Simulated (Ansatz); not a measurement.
# Settings and field gradients in ZnS

Cell: a computed structure from the Materials Project (it need not be an observed phase), whose atoms a relaxation with PBE at fixed cell left in place.

```
Zn S
1.0
     3.80509    0.00000    0.00000
    -1.90254    3.29530    0.00000
     0.00000    0.00000   24.91593
Zn S
8 8
Cartesian
  0.0000 2.1969 3.1174
  0.0000 0.0000 0.0040
  1.9025 1.0984 15.5736
  1.9025 1.0984 21.8049
  0.0000 0.0000 18.6875
  0.0000 2.1969 12.4599
  0.0000 0.0000 9.3457
  1.9025 1.0984 6.2322
  1.9025 1.0984 8.5642
  1.9025 1.0984 17.9041
  0.0000 2.1969 5.4500
  0.0000 0.0000 21.0209
  1.9025 1.0984 24.1389
  0.0000 0.0000 2.3353
  0.0000 2.1969 14.7922
  0.0000 0.0000 11.6778
```

Atoms are numbered from 1 in the order listed; like atoms form one site, named after its first atom.

Reference run. All values are calculated (Ansatz; DFT, PBE, plane waves and PAW, scalar-relativistic, 420 eV cutoff, Γ-centred 8×8×2 k-points, Fermi–Dirac smearing 0.02 eV), not measured.

It gives V_zz (10²¹ V/m²) S12 0.29 (η 0.00), among others. Each of these runs changes the input as listed (caps on SCF iterations aside):

A. basis.xc_grid: not typed → 2; total_charge: not typed → -1
B. scf.NELM: not typed → 400
C. scf.lower_state_search: not typed → standard
D. basis.ecutwfc: not typed → 250 eV

Question: Which of these changes matter for the gradients?

Answer: 

| run | S12 V_zz (η) | largest change of a gradient tensor, all atoms | note |
| --- | --- | --- | --- |
| A | 0.17 (0.00) | 0.12 | converged; cell charge -1 on a uniform background; no gap left; odd number of electrons without spin polarisation |
| B | – | – | refused: unknown field `NELM` |
| C | 0.29 (0.00) | 0.00 | converged |
| D | 0.21 (0.00) | 0.09 | converged; cutoff below the recommended one |

Run A moves them most, on S12 (V_zz from 0.29 to 0.17). Run B holds a keyword of another program.

Run A changes basis.xc_grid, total_charge together, so the table can't tell their shares apart.
